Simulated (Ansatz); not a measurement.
# Si2Mo (I4/mmm) in Ansatz: settings compared, part 2 of 2

Ansatz 0.2.0. Earlier steps stand in the parts before.

**3. Phonons, PBE**

Contents of input.yaml:

```yaml
crystal:
  lattice:
    - [-1.6, 1.6, 3.9305]
    - [1.6, -1.6, 3.9305]
    - [1.6, 1.6, -3.9305]
  atoms:
    - { symbol: Mo, position: [0.0, 0.0, 0.0] }
    - { symbol: Si, position: [0.667, 0.667, 0.0] }
    - { symbol: Si, position: [0.333, 0.333, 0.0] }
hamiltonian:
  xc: pbe
  pseudopotentials: { kind: paw }
kpoints:
  mp_grid: { grid: [9, 9, 9] }
scf:
  occupations: { method: fermi_dirac, width: 0.05 }
phonons:
  method: dfpt
```

Potentials or basis: Ansatz PAW.

Launch:

```
$ ansatz run input.yaml --threads 2 --pin off --max-ram 5632MiB --backend cpu --events-out ev --progress --plain --runs-dir out
```

The log of the run:

```text
Warning: RAYON_NUM_THREADS=2 ignored (pool sized by the plan → 2); use --threads N
zone centre: on kpoints.mp_grid the ground state, and the responses unless they are solved on pairs of k-points, stand on 125 of the mesh's 729 k-points, reduced under 4 symmetry operations, with k and −k counted as one. Each operation leaves every solved displacement unchanged or reverses it
Engine: ansatz 0.2.0, x86_64-unknown-linux-gnu
Pseudopotentials: kind: paw
Pseudopotential: Mo, paw, valence charge 14, recommended cutoff 420 eV (normal), Mo.paw.azcp
Pseudopotential: Si, paw, valence charge 4, recommended cutoff 420 eV (normal), Si.paw.azcp
Functional definition: PBE
  parameter kappa = 0.804
  parameter beta = 0.06672455060314922
  exchange = pbe_x(kappa = kappa, mu = beta*pi^2/3)
  correlation = pbe_c(beta = beta)
Crystal: 3 atoms, lattice volume = 40.248 Å³
Basis set: ecut = 420 eV, 769 PW (Γ), exchange–correlation on 64×64×64 points (8 copies of the dense FFT grid, shifted against one another)
Bands: 15, of which v1, the nominal top of the filled ones, is band 11 counted from 1 (10 counted from 0)
Symmetry: 16 space group operations
k-points: 125 of 729 (irreducible under 4 space group operations, time reversal used)
Non-local potential: Mo, projectors of the file, l = 0: 3, l = 1: 2, l = 2: 2, l = 3: 1
Non-local potential: Si, projectors of the file, l = 0: 2, l = 1: 2, l = 2: 2
PAW form: soft (Blöchl's): semilocal exchange-correlation on the pseudo side does not see the compensation charge
PAW one-centre angular grid: Mo, 590 points (default); XC on 64 Gauss nodes
PAW one-centre angular grid: Si, 110 points (default); XC on 64 Gauss nodes
Initial density: superposition of atomic densities (neutral atoms: chi_scale 0, normalization atom), corrected by the library's trained network
Initial wavefunctions: pseudopotential atomic-orbital guess
Functional: x = pbe(κ = 0.804, μ = 0.2195149727645171), c = pbe(β = 0.06672455060314922)
SCF iter   1: F=—  HF=-6229.118102 eV  |F-HF|=—  |Δ(HF+E_count)|=         —  Δρ=4.52e-3  dr2=7.76e-3  ethr=1.77e-3  ⟨swp⟩=5.5  Hψ=10796  notcnv=0
preconditioner: auto → none  [insulator: Δε(μ)=0.176 eV  Ē_g=7.724 eV  σ=0.050 eV  W_gap=0.67  n_scr=10 (ndim 8)  ℏωp=21.9 eV  f_vac=0.000  D(μ)=0.37/eV (n_scr^D=0)  ε∞_Penn≈9.0]
SCF iter   2: F=—  HF=-6229.116543 eV  |F-HF|=—  |Δ(HF+E_count)|=   1.56e-3  Δρ=1.71e-3  dr2=4.07e-4  ethr=3.53e-5  ⟨swp⟩=2.1  Hψ=3954  notcnv=0
SCF iter   3: F=—  HF=-6229.116660 eV  |F-HF|=—  |Δ(HF+E_count)|=   1.16e-4  Δρ=6.84e-4  dr2=5.25e-5  ethr=1.85e-6  ⟨swp⟩=2.0  Hψ=2624  notcnv=0
SCF iter   4: F=—  HF=-6229.116698 eV  |F-HF|=—  |Δ(HF+E_count)|=   3.84e-5  Δρ=9.76e-5  dr2=9.43e-7  ethr=2.39e-7  ⟨swp⟩=2.0  Hψ=2931  notcnv=0
SCF iter   5: F=—  HF=-6229.116700 eV  |F-HF|=—  |Δ(HF+E_count)|=   2.12e-6  Δρ=6.93e-6  dr2=1.16e-8  ethr=4.29e-9  ⟨swp⟩=2.0  Hψ=3251  notcnv=0
SCF iter   6: F=—  HF=-6229.116700 eV  |F-HF|=—  |Δ(HF+E_count)|=   1.91e-9  Δρ=1.82e-6  dr2=3.71e-10  ethr=5.27e-11  ⟨swp⟩=2.6  Hψ=2880  notcnv=0
SCF iter   7: F=-6229.116700 eV  HF=-6229.116700 eV  |F-HF|=8.19e-12  |Δ(HF+E_count)|=  2.38e-10  Δρ=3.02e-7  dr2=7.85e-12  ethr=1.00e-12  ⟨swp⟩=3.8  Hψ=8770  notcnv=0
SCF 1 converged in 7 iterations: F = -6229.116700 eV  dr2 = 7.85e-12
DFPT response loops at Γ: preconditioner auto → Kerker (q_TF=auto, 2.467 Å⁻¹) (partly filled bands, converged f_vac=0.000); β = 1.00, the filter's whole step (`scf.mixing.beta` (0.50) is not read by the response loops under this deck's `scf.mixing.preconditioner`; to damp them name `kerker` or `kerker_dos`, under which they read `scf.mixing.beta`, and type it under 1.00, their step now; both keys bind the ground state too); Broyden in place of MSR1
SCF converged after 7 iterations
Free energy (F): -6229.116700 eV
Harris-Foulkes:  -6229.116700 eV  (|F-HF|=8.19e-12)
Internal energy: -6229.113804 eV  (E = F + TS)
E sigma→0 (E₀):  -6229.115252 eV
Entropy (-TS):   -0.002897 eV (-0.966 meV/atom)
Fermi energy:    15.920392 eV
--- Per-component energies (eV) ---
  E_band       = -46.582008
  E_kinetic    = 531.248162
  E_local      = -1147.758617  (includes V_loc(G=0)·N_el)
  E_nonlocal   = 192.665133
  E_hartree    = 427.523768
  E_xc         = -298.473314
  E_vxc        = -328.824293  (∫ρ·V_xc dr)
  E_paw        = -4226.796858  (= ΣΔE_a)
  E_vpaw       = -148.959995  (= ΣTr[D̂ρ^β])
  E_aug_tail   = 0.000041  (compensation charges beyond the density's cutoff)
  E_ewald      = -1707.522119
  E_smearing   = -0.002897  (= −TS)
  E_closure    = -0.000000  (closes the sum)
  Σ components = -6229.116700   (vs F -6229.116700, Δ=0.00e0)
--- Band table (eV; the first three rows and the last of 125) ---
  k-point 0: bands = ["-44.7469", "-18.9126", "-18.8071", "-18.8071", "2.5245", "9.6476", "12.5181", "12.9708", "13.3267", "13.3267", "16.4004", "19.0585", "19.0944", "19.6232", "19.6232"]
  k-point 1: bands = ["-44.7426", "-18.9067", "-18.8364", "-18.8324", "2.9030", "9.9754", "11.6176", "12.4695", "13.0838", "14.2755", "15.1738", "18.3060", "19.3503", "19.5697", "19.7651"]
  k-point 2: bands = ["-44.7319", "-18.9058", "-18.8962", "-18.8920", "3.9713", "10.5300", "10.8632", "11.0342", "13.4546", "13.4704", "14.4292", "18.5574", "19.3823", "19.6182", "19.7982"]
  k-point 124: bands = ["-44.7442", "-18.9322", "-18.8389", "-18.8058", "4.4755", "6.1912", "12.1485", "13.3932", "15.0246", "15.1090", "15.4538", "15.6045", "16.9506", "20.9442", "21.4607"]
--- Phonons (Γ-DFPT): 4 representative perturbations + reference, on 125 of 729 k-points (Σ response iterations 12) ---
  k mesh reduced under 4 symmetry operations, with k and −k counted as one. Each operation leaves every solved displacement unchanged or reverses it
  ASR residual: 1.543e-4 → 0.000e0 eV/Å²; symmetrization residual: 5.776e-6 eV/Å²
  ASR residual per site (eV/Å²): 1.54e-4 1.93e-5 1.93e-5
  Γ frequencies (cm⁻¹): 0.00 0.00 0.00 268.55 268.55 317.23 332.16 332.16 416.24
  non-analytic LO–TO correction: not included (Born effective charges unavailable; polar crystals: no LO–TO splitting at Γ)
```

second_order_force_constants.tsv:

```text
# format = ansatz-second-order-force-constants/2
# a1_ang = -1.6e0 1.6e0 3.9305e0
# a2_ang = 1.6e0 -1.6e0 3.9305e0
[... 44 lines left out ...]
2	0	0	0	0	0	-4.698035864621941e0	-2.1082513124558948e-31	7.740697632481178e-30	8.756561480480638e-32	-4.69803586462194e0	-5.3181345531012876e-31	7.648252995150591e-30	-7.007817090977022e-31	-6.55572352209001e0
2	1	0	0	0	1	-3.3485457277120068e0	2.1621773508987365e-31	-1.201780285297635e-31	-8.217301096052206e-32	-3.348545727712006e0	-5.443961976134588e-32	-2.773339119917622e-32	1.1452863402622764e-31	-5.669005871530762e0
2	2	0	0	0	2	8.046581592333947e0	-5.392603844284173e-33	-7.620519603951415e-30	-5.392603844284326e-33	8.046581592333947e0	5.862530750714746e-31	-7.620519603951415e-30	5.862530750714746e-31	1.2224729393620771e1
```

It took 12 s on 2 threads of Intel Xeon 6975P-C (Granite Rapids), shared host; peak memory 0.63 GiB.

Results:

| Quantity | Value |
| --- | --- |
| Free energy | -6229.1167 eV |
| Band gap on the k mesh | none (metal or under the smearing width) |
| Highest phonon frequency at Γ | 416 cm⁻¹ |

Levels at points of the mesh, in eV from the Fermi level:
| k point | band 8 | band 9 | band 10 | band 11 | band 12 | band 13 | band 14 | band 15 |
| --- | --- | --- | --- | --- | --- | --- | --- | --- |
| (0.00, 0.00, 0.00) | -2.95 | -2.59 | -2.59 | 0.48 | 3.14 | 3.17 | 3.70 | 3.70 |

Phonon frequencies in cm⁻¹ (negative: imaginary):
| q point | frequencies |
| --- | --- |
| (0.000, 0.000, 0.000) | 0 0 0 269 269 317 332 332 416 |
